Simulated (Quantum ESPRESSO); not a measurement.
Crystal: WC (Qusongite).

```
W C
1.0
     2.90650    0.00000    0.00000
    -1.45325    2.51710    0.00000
     0.00000    0.00000    2.83660
W C
1 1
Cartesian
  0.0000 0.0000 0.0000
  1.4533 0.8390 1.4183
```

```yaml
Program: Quantum ESPRESSO 7.5
Task: phonons
Functional: BLYP
Potentials_or_basis: PseudoDojo 0.4.1 SR PBE standard
Cutoff: 1116 eV
Density_cutoff: 4463 eV
k_mesh: 7 × 7 × 6
Occupations: cold, width 0.2 eV
Spin: no spin polarisation
Mixing_beta: 0.5
Most_SCF_iterations: 120
SCF_threshold: 4e-10 Ry
```

The cell and the atoms were relaxed first, to 10.92 Å³/atom (a = 2.963 Å, b = 2.963 Å, c = 2.873 Å, α = 90.00°, β = 90.00°, γ = 120.00°), and the response was taken there.

```
W C
1.0
     2.96276    0.00000    0.00000
    -1.48138    2.56582    0.00000
     0.00000    0.00000    2.87345
W C
1 1
Cartesian
  0.0000 0.0000 0.0000
  1.4814 0.8553 1.4367
```

Q: Which optical modes does the crystal have at the zone centre, and which show in infrared and Raman spectra?

A: The optical modes are A''2 + E'. Infrared active: A''2 + E'. Raman active: E'.

Optical modes at Γ, degenerate ones joined:
```
cm⁻¹  components  symmetry     active in
 516           1      A''2            IR
 572           2        E'  IR and Raman
```

Caveat: the k mesh is coarse (spacing up to 0.37 Å⁻¹), so the values aren't converged; the mesh is thin for the phonons of a metal; the potentials were made for another functional, which shifts forces and pressure.
